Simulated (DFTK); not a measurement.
Rh:

```xyz
1
Lattice="0.0000 1.8979 1.8979 1.8979 0.0000 1.8979 1.8979 1.8979 0.0000" Properties=species:S:1:pos:R:3 pbc="T T T"
Rh    0.0000    0.0000    0.0000
```

Base run:

```yaml
Program: DFTK 0.8.2
Functional: PBEsol
Potentials_or_basis: dojo.nc.sr.pbesol.v0_4_1.standard.upf (PBEsol)
Cutoff: 1197 eV
k_mesh: 12 × 12 × 12
Occupations: fermi-dirac, width 0.05 eV
Spin: no spin polarisation
```

Its results: band gap on the k mesh none (metal or under the smearing width); pressure -3.4 GPa.

Q: The run is repeated on the same cell with these changes: potentials or basis from dojo.nc.sr.pbesol.v0_4_1.standard.upf (PBEsol) to SG15 1.2 (PBE); cutoff from 1197 eV to 952 eV. What comes out?

A: Band gap on the k mesh none (metal or under the smearing width); pressure -4.2 GPa.

Caveats: the potentials were made for another functional, which shifts forces and pressure (some runs).

Not every run made on this cell is shown here.
